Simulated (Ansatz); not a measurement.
Here is an Ansatz 0.2.0 calculation.

The input input.yaml:

```yaml
crystal:
  lattice:
    - [0.0, 1.78337, 1.78337]
    - [1.78337, 0.0, 1.78337]
    - [1.78337, 1.78337, 0.0]
  atoms:
    - { symbol: C, position: [0.75, 0.75, 0.75] }
    - { symbol: C, position: [0.5, 0.5, 0.5] }
hamiltonian:
  xc: revpbe
  pseudopotentials: { kind: paw }
  dispersion: d4
kpoints:
  mp_grid: { grid: [13, 13, 13] }
scf:
  occupations: { method: fermi_dirac, width: 0.05 }
output:
  forces: true
  stress: true
relax:
  f_tol: 0.01
  max_steps: 40
  cell: { stress_tol: 0.05 }
```

Potentials or basis: Ansatz PAW.

Command:

```sh
$ ansatz run input.yaml --threads 2 --pin off --max-ram 5632MiB --backend cpu --events-out ev --progress --plain --runs-dir out
```

(1) Estimate the relaxed cell.

(2) Estimate the relaxed volume.

Results:

(1) a = 2.510 Å, b = 2.510 Å, c = 2.510 Å, α = 60.00°, β = 60.00°, γ = 60.00°.

(2) 5.59 Å³/atom.

Caveat: the pressure holds a Pulay correction of +0.9 GPa for the finite cutoff; the PAW data sets come from PBE, with cores solved anew for the run's functional, which leaves a small shift of forces and pressure.

The cell as given is a measured one (5.67 Å³/atom); revPBE+D4 puts the equilibrium volume -1.5 % from it, thermal expansion not counted.
